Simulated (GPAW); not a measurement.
# CuO (Pm-3m) in GPAW: a series of runs, part 2 of 2

GPAW 26.7.0.

## 4. Relaxation of cell and atoms, revPBE

Contents of run.py:

```python
from ase.filters import FrechetCellFilter
from ase.io import read, write
from ase.optimize import BFGS
from gpaw import GPAW, PW

atoms = read('CuO.xyz')

calc = GPAW(mode=PW(800),
            xc='revPBE',
            kpts={'size': (10, 10, 10), 'gamma': True},
            occupations={'name': 'fermi-dirac', 'width': 0.05},
            nbands=19,
            convergence={'density': 1e-05, 'energy': 1e-05},
            maxiter=150,
            txt='gpaw.txt')
atoms.calc = calc
opt = BFGS(FrechetCellFilter(atoms), trajectory='relax.traj', logfile='-')
done = opt.run(fmax=0.02, steps=60)
calc.write('gs.gpw')
write('result.traj', atoms)
print('Converged:', done)
print('Cell:', atoms.cell.cellpar().round(4))
print('Volume:', round(atoms.get_volume(), 4))
print(atoms.get_scaled_positions().round(5))
```

Contents of CuO.xyz:

```xyz
2
Lattice="2.5525506100 0.0000000000 0.0000000000 0.0000000000 2.5525506100 0.0000000000 0.0000000000 0.0000000000 2.5525506100" Properties=species:S:1:pos:R:3 pbc="T T T"
Cu     0.0000000000      0.0000000000      0.0000000000
O      1.2762753050      1.2762753050      1.2762753050
```

Potentials or basis: the program's PAW data sets (release 1.2.1) made for this functional, pw.

Command:

```
$ OMP_NUM_THREADS=1 python run.py
```

gpaw.txt:

```text
__  _  _
 | _ |_)|_||  |
 |__||  | ||/\| - 26.7.0

Input parameters:
  mode=PW(ecut=800.0),
  convergence={'density': 1e-05, 'energy': 1e-05},
  kpts=MonkhorstPack(size=(10, 10, 10), gamma=True),
  maxiter=150,
  nbands=19,
  occupations=Occupations(name='fermi-dirac', width=0.05),
  xc=XC(name='revPBE')

Diagonalizing LCAO Hamiltonian
Converting LCAO to pw mode
   .-----.
  /|     |
 * |     |
 | .-O---.
 |/     /
 Cu----*

Atoms  # Å, Bohr magnetons
|   | symbol |        x |        y |        z |    initial magnetic moments |
|---|--------|----------|----------|----------|-----------------------------|
| 0 |     Cu | 0.000000 | 0.000000 | 0.000000 | ( 0.0000,  0.0000,  0.0000) |
| 1 |      O | 1.276275 | 1.276275 | 1.276275 | ( 0.0000,  0.0000,  0.0000) |

Unit cell  # Å
| periodic |        x |        y |        z |  lengths |    angles |
|----------|----------|----------|----------|----------|-----------|
|      yes | 2.552551 | 0.000000 | 0.000000 | 2.552551 | 90.000000 |
|      yes | 0.000000 | 2.552551 | 0.000000 | 2.552551 | 90.000000 |
|      yes | 0.000000 | 0.000000 | 2.552551 | 2.552551 | 90.000000 |
[... 244 lines left out ...]
Stress tensor  # eV/Ang^3
|         x |         y |         z |
|-----------|-----------|-----------|
| -0.171355 |  0.000000 |  0.000000 |
|  0.000000 | -0.171355 |  0.000000 |
|  0.000000 |  0.000000 | -0.171355 |
[... 290 lines left out ...]
|---|--------|----------|-----------|-----------|-----------------------------|
| 0 |     Cu | 0.000000 | -0.000000 | -0.000000 | ( 0.0000,  0.0000,  0.0000) |
| 1 |      O | 1.324837 |  1.324837 |  1.324837 | ( 0.0000,  0.0000,  0.0000) |

Unit cell  # Å
| periodic |         x |         y |        z |  lengths |    angles |
|----------|-----------|-----------|----------|----------|-----------|
|      yes |  2.649674 | -0.000000 | 0.000000 | 2.649674 | 90.000000 |
|      yes |  0.000000 |  2.649674 | 0.000000 | 2.649674 | 90.000000 |
|      yes | -0.000000 |  0.000000 | 2.649674 | 2.649674 | 90.000000 |

Number of symmetries: 48
Symmetry operations  # r_c * U_cc + t_c -> r_c
|    | kind |            matrix            |
|----|------|------------------------------|
|  0 |  E   |  1, 0, 0,  0, 1, 0,  0, 0, 1 |
|  1 |  σ   |  1, 0, 0,  0, 1, 0,  0, 0,-1 |
|  2 |  σ   |  1, 0, 0,  0, 0, 1,  0, 1, 0 |
|  3 |  C4  |  1, 0, 0,  0, 0, 1,  0,-1, 0 |
|  4 |  C4  |  1, 0, 0,  0, 0,-1,  0, 1, 0 |
|  5 |  σ   |  1, 0, 0,  0, 0,-1,  0,-1, 0 |
|  6 |  σ   |  1, 0, 0,  0,-1, 0,  0, 0, 1 |
|  7 |  C2  |  1, 0, 0,  0,-1, 0,  0, 0,-1 |
|  8 |  σ   |  0, 1, 0,  1, 0, 0,  0, 0, 1 |
[... 237 lines left out ...]
Forces  # eV/Ang
|        x |        y |        z |
|----------|----------|----------|
| -0.00000 | -0.00000 | -0.00000 |  # Cu   0
|  0.00000 | -0.00000 |  0.00000 |  # O    1

Interpolating wave functions to new cell

           O

       Cu

Atoms  # Å, Bohr magnetons
|   | symbol |         x |         y |         z |    initial magnetic moments |
|---|--------|-----------|-----------|-----------|-----------------------------|
| 0 |     Cu | -0.000000 | -0.000000 | -0.000000 | ( 0.0000,  0.0000,  0.0000) |
| 1 |      O |  1.330666 |  1.330666 |  1.330666 | ( 0.0000,  0.0000,  0.0000) |

Unit cell  # Å
| periodic |        x |        y |        z |  lengths |    angles |
|----------|----------|----------|----------|----------|-----------|
|      yes | 2.661332 | 0.000000 | 0.000000 | 2.661332 | 90.000000 |
|      yes | 0.000000 | 2.661332 | 0.000000 | 2.661332 | 90.000000 |
|      yes | 0.000000 | 0.000000 | 2.661332 | 2.661332 | 90.000000 |
[... 249 lines left out ...]
Forces  # eV/Ang
|        x |        y |        z |
|----------|----------|----------|
|  0.00000 |  0.00000 |  0.00000 |  # Cu   0
| -0.00000 | -0.00000 | -0.00000 |  # O    1

# Writing to gs.gpw (mode='')
```

Wall time 83 s (1 thread of Arm Neoverse V1, shared host); peak memory 0.22 GiB.

Results:

```yaml
Free_energy: -8.0314 eV
Relaxed_volume: 9.42 Å³/atom
Relaxed_cell: a = 2.661 Å, b = 2.661 Å, c = 2.661 Å, α = 90.00°, β = 90.00°, γ = 90.00°
Space_group_after_relaxing_to_0.05_Å: Pm-3m (No. 221)
Energy_gained_by_relaxing: 89.8 meV/atom
Ionic_steps: 4
Pressure_after_relaxing: 0.3 GPa
Band_gap_on_the_k_mesh: none (metal or under the smearing width)
```

Step by step:
```tsv
step	energy change (eV)	largest force (eV/Å)	pressure (GPa)	volume (Å³)
1	0.0000	0.0000	27.45	16.63
2	-0.0772	0.0000	19.37	17.15
3	-0.1766	0.0000	2.48	18.60
4	-0.1796	0.0000	0.31	18.85
```

Final structure:
```
Cu O
1.0
     2.66133    0.00000    0.00000
     0.00000    2.66133    0.00000
     0.00000    0.00000    2.66133
Cu O
1 1
Direct
  0.00000 0.00000 0.00000
  0.50000 0.50000 0.50000
```

Levels at points of the mesh, in eV from the Fermi level:
```tsv
k point	band 6	band 7	band 8	band 9	band 10	band 11	band 12	band 13
(0.00, 0.00, 0.00)	-1.71	-1.51	-1.51	-1.51	0.64	15.60	15.60	19.35
(0.50, 0.00, 0.00)	-1.46	-1.07	0.39	0.39	6.34	7.69	17.51	17.51
(0.50, 0.50, 0.00)	-1.92	-1.92	-1.10	-0.82	5.17	11.18	11.18	16.89
(0.50, 0.50, 0.50)	-1.08	0.29	0.29	0.29	7.07	7.07	7.07	12.69
```

Caveat: with this Cu data set, volumes or pressures lay over 1.5 % or 2 GPa off other programs in two to four cells of ten; later steps reuse the first step's grids; an odd number of electrons without spin polarisation forces a metal; a magnetic or distorted state may lie lower; the run has no spin polarisation, though such a crystal can be magnetic; semilocal functionals often make such compounds metallic where correlation or magnetic order opens a gap, which also shifts bond lengths. With open d or f shells a metallic result of revPBE can be an artefact of self-interaction; +U or a hybrid may open a gap.

## 5. Relaxation of cell and atoms, PBEsol

Changes to run.py since step 4:

```diff
@@ -3,3 +3,5 @@
 from ase.optimize import BFGS
-from gpaw import GPAW, PW
+from gpaw import GPAW, PW, setup_paths
+
+setup_paths.insert(0, '.')
 
@@ -8,3 +10,3 @@
 calc = GPAW(mode=PW(800),
-            xc='revPBE',
+            xc='PBEsol',
             kpts={'size': (10, 10, 10), 'gamma': True},
```

CuO.xyz is that of step 4.

Potentials or basis: PAW data sets generated in the run's folder for this functional, pw.

Command:

```
$ gpaw-setup -f PBEsol Cu O
$ OMP_NUM_THREADS=1 python run.py
```

It took 76 s on 1 thread of Arm Neoverse V1, shared host; peak memory 0.22 GiB.

Results (log left out):

| Item | Value |
| --- | --- |
| Free energy | -9.6973 eV |
| Relaxed volume | 8.75 Å³/atom |
| Relaxed cell | a = 2.596 Å, b = 2.596 Å, c = 2.596 Å, α = 90.00°, β = 90.00°, γ = 90.00° |
| Space group after relaxing (to 0.05 Å) | Pm-3m (No. 221) |
| Energy gained by relaxing | 17.3 meV/atom |
| Ionic steps | 4 |
| Pressure after relaxing | 0.0 GPa |
| Band gap on the k mesh | none (metal or under the smearing width) |

Step by step:
```tsv
step	energy change (eV)	largest force (eV/Å)	pressure (GPa)	volume (Å³)
1	0.0000	0.0000	11.79	16.63
2	-0.0149	0.0000	8.49	16.85
3	-0.0343	0.0000	0.54	17.46
4	-0.0345	0.0000	0.02	17.50
```

Final structure:
```
CELL_PARAMETERS angstrom
2.59627 0.00000 0.00000
0.00000 2.59627 0.00000
0.00000 0.00000 2.59627
ATOMIC_POSITIONS crystal
Cu 0.00000 0.00000 0.00000
O 0.50000 0.50000 0.50000
```

Levels at points of the mesh, in eV from the Fermi level:
| k point | band 6 | band 7 | band 8 | band 9 | band 10 | band 11 | band 12 | band 13 |
| --- | --- | --- | --- | --- | --- | --- | --- | --- |
| (0.00, 0.00, 0.00) | -1.95 | -1.66 | -1.66 | -1.66 | 0.91 | 15.76 | 15.76 | 20.14 |
| (0.50, 0.00, 0.00) | -1.60 | -1.15 | 0.44 | 0.44 | 6.56 | 8.19 | 17.62 | 17.94 |
| (0.50, 0.50, 0.00) | -2.15 | -2.15 | -1.18 | -0.94 | 5.28 | 11.59 | 11.59 | 17.35 |
| (0.50, 0.50, 0.50) | -1.14 | 0.34 | 0.34 | 0.34 | 6.90 | 6.90 | 6.90 | 13.52 |

Caveat: with this Cu data set, volumes or pressures lay over 1.5 % or 2 GPa off other programs in two to four cells of ten; later steps reuse the first step's grids; an odd number of electrons without spin polarisation forces a metal; a magnetic or distorted state may lie lower; the run has no spin polarisation, though such a crystal can be magnetic; semilocal functionals often make such compounds metallic where correlation or magnetic order opens a gap, which also shifts bond lengths.

## 6. Summary

```tsv
level	potentials or basis	eigensolver	gap on the mesh (eV)	pressure (GPa)	relaxed volume (Å³/atom)
BLYP	PAW data sets generated in the run's folder for this functional, pw	davidson	none	0.0	9.61
TPSS	GPAW PAW data sets (gpaw-data 1.2.1), pw	davidson	none	0.1	8.86
revPBE	the program's PAW data sets (release 1.2.1) made for this functional, pw	-	none	0.3	9.42
PBEsol	PAW data sets generated in the run's folder for this functional, pw	-	none	0.0	8.75
```

Alike in all rows: task relaxation of cell and atoms; no spin polarisation; cell relaxed; k mesh 10 × 10 × 10; cutoff (eV) 800; smearing fermi-dirac 0.05 eV.

Caveats: with this Cu data set, volumes or pressures lay over 1.5 % or 2 GPa off other programs in two to four cells of ten; later steps reuse the first step's grids; an odd number of electrons without spin polarisation forces a metal; a magnetic or distorted state may lie lower; the run has no spin polarisation, though such a crystal can be magnetic; semilocal functionals often make such compounds metallic where correlation or magnetic order opens a gap, which also shifts bond lengths; the volume moved by over 15 % at a fixed basis, so the end points are rough (some runs).

Total energies depend on the potentials used, so only differences within one code and one set of settings carry meaning.
